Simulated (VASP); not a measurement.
# MgO (Periclase) (Fm-3m) in VASP: further runs, part 2 of 2

VASP 6.6.1.

## (4) Relaxation of cell and atoms, PBEsol

The input, INCAR:

```
SYSTEM = MgO
PREC = Accurate ; ENCUT = 600
EDIFF = 1E-7 ; ISMEAR = 0
SIGMA = 0.03 ; LREAL = .FALSE.
LASPH = .TRUE. ; NELM = 80
ALGO = Normal ; ISIF = 3
LWAVE = .FALSE. ; LCHARG = .FALSE.
GGA = PS ; IBRION = 2
NSW = 90 ; EDIFFG = -0.005
```

The input, KPOINTS:

```
Automatic mesh
0
G
  12 12 12
  0 0 0
```

The input, POSCAR:

```
MgO                                     
1.0
    0.0000000000      2.1039232588      2.1039232588
    2.1039232588     -0.0000000000      2.1039232588
    2.1039232588      2.1039232588      0.0000000000
  Mg              O             
     1     1
Direct
     0.0000000000000000    0.0000000000000000    0.0000000000000000
     0.5000000000000000    0.5000000000000000    0.5000000000000000
```

Potentials or basis: VASP PAW PBE potentials, release 64 (Mg, O).

The run is started by

```bash
cat potpaw_PBE.64/Mg/POTCAR potpaw_PBE.64/O/POTCAR > POTCAR
mpirun -np 1 vasp_std > vasp.out
```

OUTCAR:

```text
SYSTEM = MgO
   PREC = Accurate
   ENCUT = 600
   EDIFF = 1E-7
   ISMEAR = 0
   LREAL = .FALSE.
   LASPH = .TRUE.
   NELM = 80
   ISIF = 3
   GGA = PS
   IBRION = 2
   NSW = 90
   EDIFFG = -0.005

 ion  position               nearest neighbor table
   1  0.000  0.000  0.000-   2 2.10   2 2.10   2 2.10   2 2.10   2 2.10   2 2.10
   2  0.500  0.500  0.500-   1 2.10   1 2.10   1 2.10   1 2.10   1 2.10   1 2.10

  LATTYP: Found a face centered cubic cell.
 ALAT       =     4.2078465176

  Lattice vectors:

 A1 = (   0.0000000000,   2.1039232588,   2.1039232588)
 A2 = (   2.1039232588,   0.0000000000,   2.1039232588)
 A3 = (   2.1039232588,   2.1039232588,   0.0000000000)

Analysis of symmetry for initial positions (statically):
=====================================================================
 Subroutine PRICEL returns:
 Original cell was already a primitive cell.

 Routine SETGRP: Setting up the symmetry group for a
 face centered cubic supercell.
[... 172 lines left out ...]
 cond. band min:       7.7527083328   @ k =   0.0000   0.0000   0.0000
 fundamental gap:      4.6647595412
 Fermi energy:         3.2760024742

 k-point     1 :       0.0000    0.0000    0.0000
  band No.  band energies     occupation
      1     -14.1327      2.00000
      2       3.0879      2.00000
      3       3.0879      2.00000
      4       3.0879      2.00000
      5       7.7527      0.00000
      6      18.7389      0.00000
      7      18.7389      0.00000
      8      18.7389      0.00000
[... 243 lines left out ...]
 k-point    24 :      -0.4167    0.1667    0.0000
  band No.  band energies     occupation
      1     -12.7227      2.00000
      2      -1.1972      2.00000
      3       1.4767      2.00000
      4       2.2910      2.00000
      5      12.0183      0.00000
      6      15.3619      0.00000
      7      17.1948      0.00000
      8      19.9381      0.00000

 [... further k-points ...]

------------------------ aborting loop because EDIFF is reached ----------------------------------------

  FORCE on cell =-STRESS in cart. coord.  units (eV):
  Direction    XX          YY          ZZ          XY          YZ          ZX
  --------------------------------------------------------------------------------------
  -------------------------------------------------------------------------------------
  Total        0.0006217      0.0006217      0.0006217      0.0000000     -0.0000000     -0.0000000
  in kB        0.0534780      0.0534780      0.0534780      0.0000000     -0.0000000     -0.0000000
  external PRESSURE =       0.0534780 kB  Pullay stress =       0.0000000 kB

 VOLUME and BASIS-vectors are now :
 -----------------------------------------------------------------------------
  energy-cutoff  :      600.00
  volume of cell :       18.63
      direct lattice vectors                 reciprocal lattice vectors
     0.000000000  2.103923259  2.103923259    -0.237651254  0.237651254  0.237651254
     2.103923259  0.000000000  2.103923259     0.237651254 -0.237651254  0.237651254
     2.103923259  2.103923259  0.000000000     0.237651254  0.237651254 -0.237651254

 POSITION                                       TOTAL-FORCE (eV/Angst)
 -----------------------------------------------------------------------------------
      0.00000      0.00000      0.00000         0.000000      0.000000      0.000000
      2.10392      2.10392      2.10392        -0.000000     -0.000000      0.000000
 -----------------------------------------------------------------------------------
    total drift:                               -0.000000     -0.000000      0.000000

  FREE ENERGIE OF THE ION-ELECTRON SYSTEM (eV)
  ---------------------------------------------------
  free  energy   TOTEN  =       -12.5154072653 eV

  energy  without entropy=      -12.5154072653  energy(sigma->0) =      -12.51540727

 reached required accuracy - stopping structural energy minimisation
```

OSZICAR:

```text
N       E                     dE             d eps       ncg     rms          rms(c)
DAV:   1     0.174373056619E+02    0.17437E+02   -0.53107E+03  1296   0.101E+03
DAV:   2    -0.134158990337E+02   -0.30853E+02   -0.29932E+02  1408   0.157E+02
DAV:   3    -0.138994031536E+02   -0.48350E+00   -0.48350E+00  1504   0.219E+01
DAV:   4    -0.139001898165E+02   -0.78666E-03   -0.78666E-03  1536   0.813E-01
DAV:   5    -0.139001903684E+02   -0.55183E-06   -0.55183E-06  1536   0.149E-02    0.666E+00
DAV:   6    -0.125542098749E+02    0.13460E+01   -0.87351E+00  1152   0.207E+01    0.224E+00
DAV:   7    -0.125289005909E+02    0.25309E-01   -0.41020E-02  1200   0.259E+00    0.128E+00
DAV:   8    -0.125154662662E+02    0.13434E-01   -0.20646E-02  1160   0.222E+00    0.147E-01
DAV:   9    -0.125153671672E+02    0.99099E-04   -0.36452E-04  1720   0.175E-01    0.712E-02
DAV:  10    -0.125154073029E+02   -0.40136E-04   -0.51240E-05  1184   0.836E-02    0.387E-03
DAV:  11    -0.125154071647E+02    0.13816E-06   -0.15776E-06  1632   0.925E-03    0.185E-03
DAV:  12    -0.125154072694E+02   -0.10466E-06   -0.56968E-08   744   0.294E-03    0.282E-04
DAV:  13    -0.125154072653E+02    0.41106E-08   -0.17728E-09   656   0.560E-04
   1 F= -.12515407E+02 E0= -.12515407E+02  d E =-.125154E+02
```

Wall time 9.3 s (1 thread of Intel Xeon 6975P-C (Granite Rapids), shared host); peak memory 0.14 GiB.

Results:

```
Free energy             : -12.5154 eV
Pressure after relaxing : 0.0 GPa
Band gap on the k mesh  : 4.66 eV, direct
```

Final structure:
```cif
data_structure
_symmetry_space_group_name_H-M 'P 1'
_symmetry_Int_Tables_number 1
_cell_length_a 2.9754
_cell_length_b 2.9754
_cell_length_c 2.9754
_cell_angle_alpha 60.000
_cell_angle_beta 60.000
_cell_angle_gamma 60.000
_cell_volume 18.63
loop_
_atom_site_label
_atom_site_type_symbol
_atom_site_fract_x
_atom_site_fract_y
_atom_site_fract_z
_atom_site_occupancy
Mg1 Mg 0.00000 0.00000 0.00000 1
O1 O 0.50000 0.50000 0.50000 1
```

Caveat: the relaxation stopped at its first step, so nothing moved; the PAW data sets were made with another functional, which shifts forces and pressure a little. A hybrid or GW would open this gap; PBEsol tends to underestimate it.

## (5) Relaxation of cell and atoms, PBE

This run uses another cell than the first one, of 9.37 Å³/atom, 1.007 times its volume.

The input, INCAR:

```
SYSTEM = MgO
  PREC = Accurate
  ENCUT = 300
  EDIFF = 1E-6
  ISMEAR = 0
  SIGMA = 0.03
  LREAL = .False.
  LASPH = .True.
  NELM = 80
  ALGO = Normal
  ISIF = 3
  LWAVE = .False.
  LCHARG = .False.
  GGA = PE
  IBRION = 2
  NSW = 90
  EDIFFG = -0.01
```

The input, KPOINTS:

```
Automatic mesh
0
Gamma
  6 6 6
  0 0 0
```

The input, POSCAR:

```
MgO
1.0
    0.0000000000      2.1085000000      2.1085000000
    2.1085000000      0.0000000000      2.1085000000
    2.1085000000      2.1085000000      0.0000000000
Mg O
1 1
Direct
    0.0000000000      0.0000000000      0.0000000000
    0.5000000000      0.5000000000      0.5000000000
```

Potentials or basis: VASP PAW PBE potentials, release 64 (Mg, O_s).

The run is started by

```bash
cat potpaw_PBE.64/Mg/POTCAR potpaw_PBE.64/O_s/POTCAR > POTCAR
mpirun -np 1 vasp_std > vasp.out
```

OUTCAR:

```text
SYSTEM = MgO
   PREC = Accurate
   ENCUT = 300
   EDIFF = 1E-6
   ISMEAR = 0
   LREAL = .False.
   LASPH = .True.
   NELM = 80
   ISIF = 3
   GGA = PE
   IBRION = 2
   NSW = 90
   EDIFFG = -0.01

 ion  position               nearest neighbor table
   1  0.000  0.000  0.000-   2 2.11   2 2.11   2 2.11   2 2.11   2 2.11   2 2.11
   2  0.500  0.500  0.500-   1 2.11   1 2.11   1 2.11   1 2.11   1 2.11   1 2.11

  LATTYP: Found a face centered cubic cell.
 ALAT       =     4.2170000000

  Lattice vectors:

 A1 = (   0.0000000000,   2.1085000000,   2.1085000000)
 A2 = (   2.1085000000,   0.0000000000,   2.1085000000)
 A3 = (   2.1085000000,   2.1085000000,   0.0000000000)

Analysis of symmetry for initial positions (statically):
[... 175 lines left out ...]
  Total        0.2303490      0.2303490      0.2303490     -0.0000000     -0.0000000      0.0000000
  in kB       19.6854876     19.6854876     19.6854876     -0.0000000     -0.0000000      0.0000000
  external PRESSURE =      19.6854876 kB  Pullay stress =       0.0000000 kB
[... 59 lines left out ...]
--------------------------------------- Ionic step        3  -------------------------------------------

 number of electron       7.9999988 magnetization

 Free energy of the ion-electron system (eV)
  ---------------------------------------------------
  ext. energy  EPLUGINS =         0.00000000
  ---------------------------------------------------
  free energy    TOTEN  =       -11.90879223 eV

  energy without entropy =      -11.90879223  energy(sigma->0) =      -11.90879223

 E-fermi :   3.5370     XC(G=0): -11.0150

 val. band max:        3.3743517635   @ k =   0.0000   0.0000   0.0000
 cond. band min:       7.9671971328   @ k =   0.0000   0.0000   0.0000
 fundamental gap:      4.5928453693
 Fermi energy:         3.5369845108

 k-point     1 :       0.0000    0.0000    0.0000
  band No.  band energies     occupation
      1     -13.8033      2.00000
      2       3.3743      2.00000
      3       3.3744      2.00000
      4       3.3744      2.00000
      5       7.9672      0.00000
      6      19.1198      0.00000
      7      19.1198      0.00000
      8      19.1198      0.00000
[... 192 lines left out ...]
  FREE ENERGIE OF THE ION-ELECTRON SYSTEM (eV)
  ---------------------------------------------------
  free  energy   TOTEN  =       -11.9087922295 eV

  energy  without entropy=      -11.9087922295  energy(sigma->0) =      -11.90879223

 reached required accuracy - stopping structural energy minimisation
```

OSZICAR:

```text
N       E                     dE             d eps       ncg     rms          rms(c)
DAV:   1     0.489563056177E+01    0.48956E+01   -0.36801E+03   304   0.564E+02
DAV:   2    -0.134066191843E+02   -0.18302E+02   -0.18240E+02   272   0.136E+02
DAV:   3    -0.134877709331E+02   -0.81152E-01   -0.81152E-01   384   0.107E+01
[... 19 lines left out ...]
DAV:   1    -0.119103764137E+02   -0.19007E-02   -0.38797E-02   256   0.230E+00    0.620E-01
DAV:   2    -0.119088445018E+02    0.15319E-02   -0.10955E-02   256   0.947E-01    0.207E-01
DAV:   3    -0.119088093259E+02    0.35176E-04   -0.67022E-05   256   0.988E-02    0.100E-01
DAV:   4    -0.119087920565E+02    0.17269E-04   -0.12837E-05   256   0.447E-02    0.141E-02
DAV:   5    -0.119087922295E+02   -0.17298E-06   -0.11127E-06   128   0.787E-03
   3 F= -.11908792E+02 E0= -.11908792E+02  d E =-.126541E-02
```

Run time: 3.4 s. Hardware: 1 thread of Intel Xeon 6975P-C (Granite Rapids), shared host; peak memory 0.11 GiB.

These settings aren't checked as converged: the numbers below hold their error.

What came out:

```yaml
Free_energy: -11.9088 eV
Relaxed_volume: 9.48 Å³/atom
Relaxed_cell: a = 2.993 Å, b = 2.993 Å, c = 2.993 Å, α = 60.00°, β = 60.00°, γ = 60.00°
Space_group_after_relaxing_to_0.05_Å: Fm-3m (No. 225)
Energy_gained_by_relaxing: 0.6 meV/atom
Ionic_steps: 3
Band_gap_on_the_k_mesh: 4.59 eV, direct
```

Caveat: the k mesh is coarse (spacing up to 0.43 Å⁻¹), so the values aren't converged; the cutoff is under 1.25 times the usual one of these potentials, so pressure, stress and relaxed cells hold a basis-set (Pulay) error.
